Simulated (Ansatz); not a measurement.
Here is an Ansatz 0.2.0 calculation.

File input.yaml:

```yaml
crystal:
  lattice:
    - [4.4148899595, 0.0, 0.0]
    - [-0.0103110241, 4.4148779187, 0.0]
    - [-2.2022894676, -2.2074389594, 12.000799]
  atoms:
    - { symbol: Pb, position: [0.80684, 0.807304, 0.618443] }
    - { symbol: Pb, position: [0.185454, 0.19981, 0.382376] }
    - { symbol: Se, position: [0.287332, 0.323146, 0.623194] }
    - { symbol: Se, position: [0.684266, 0.699895, 0.377965] }
hamiltonian:
  xc: pbe
  pseudopotentials: { kind: paw }
kpoints:
  mp_grid: { grid: [6, 6, 3] }
scf:
  occupations: { method: fermi_dirac, width: 0.05 }
output:
  forces: true
  stress: true
  eigenvalues: true
  write_density: true
  write_potential: true
  elf: true
  volumetric_format: npy
```

Potentials or basis: Ansatz PAW.

The run is started by

```sh
$ ansatz run input.yaml --threads 2 --pin off --max-ram 5120MiB --backend cpu --events-out ev --progress --plain --runs-dir out
```

Problem. Predict the band gap on the k mesh.

Solution. 1.56 eV, direct.

Problem. What does it give for the largest force?

Solution. 0.250 eV/Å.

Forces in eV/Å, atoms in the order of the input:
```
Pb  -0.023  0.026 -0.226
Pb   0.003 -0.013  0.250
Se   0.089 -0.013 -0.202
Se  -0.070 -0.001  0.179
```

Caveat: odd divisions of the mesh miss points on the zone boundary, where band edges often lie, so the gap on the mesh can be too wide; spin-orbit coupling is left out, which as a rule narrows the gap of such compounds by several tenths of an eV.
